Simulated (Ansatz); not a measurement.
Write the native input for Ansatz 0.2.0 that does the following.

| Quantity | Value |
| --- | --- |
| Task | single point |
| Functional | PBE |
| Potentials or basis | Ansatz PAW |
| Cutoff | 420 eV (not typed: the program's choice for these potentials) |
| k mesh | 11 × 11 × 11 |
| Occupations | gaussian, width 0.023 eV |
| Spin | collinear spin, ferromagnetic start |
| Starting moments | [3.0, 0.0] μB |

Crystal: FeO (Wuestite).

```
Fe O
1.0
     0.00000    2.15540    2.15540
     2.15540    0.00000    2.15540
     2.15540    2.15540    0.00000
Fe O
1 1
Direct
  0.00000 0.00000 0.00000
  0.50000 0.50000 0.50000
```

The input as run:

input.yaml

```yaml
crystal:
  lattice:
    - [0.0, 2.1554, 2.1554]
    - [2.1554, 0.0, 2.1554]
    - [2.1554, 2.1554, 0.0]
  atoms:
    - { symbol: Fe, position: [0.0, 0.0, 0.0], spin: 3.0 }
    - { symbol: O, position: [0.5, 0.5, 0.5] }
hamiltonian:
  xc: pbe
  pseudopotentials: { kind: paw }
magnetization:
  spin_polarized: true
kpoints:
  mp_grid: { grid: [11, 11, 11] }
scf:
  occupations: { method: gaussian, width: 0.023 }
output:
  forces: true
  stress: true
  eigenvalues: true
```

Potentials or basis: Ansatz PAW.

Run with:

```bash
$ ansatz run input.yaml --threads 2 --pin off --max-ram 5632MiB --backend cpu --events-out ev --progress --plain --runs-dir out
```

Results of the run:

```json
{
 "Pressure": "-0.3 GPa",
 "Band gap on the k mesh": "none (metal or under the smearing width)",
 "Net moment": "4.00 μB per cell",
 "Absolute moment": "4.01 μB per cell",
 "Site moments": "Fe +3.45; O +0.32 μB"
}
```

Caveat: the pressure holds a Pulay correction of +0.6 GPa for the finite cutoff; a cell with one magnetic atom can't hold antiferromagnetic order, which such compounds often take; semilocal functionals often make such compounds metallic where correlation or magnetic order opens a gap, which also shifts bond lengths.

Run time: 2.3 s on 2 threads of Intel(R) Xeon(R) Platinum 8259CL CPU @ 2.50GHz (Skylake/Cascade Lake), on a shared host, peak memory 0.37 GiB.
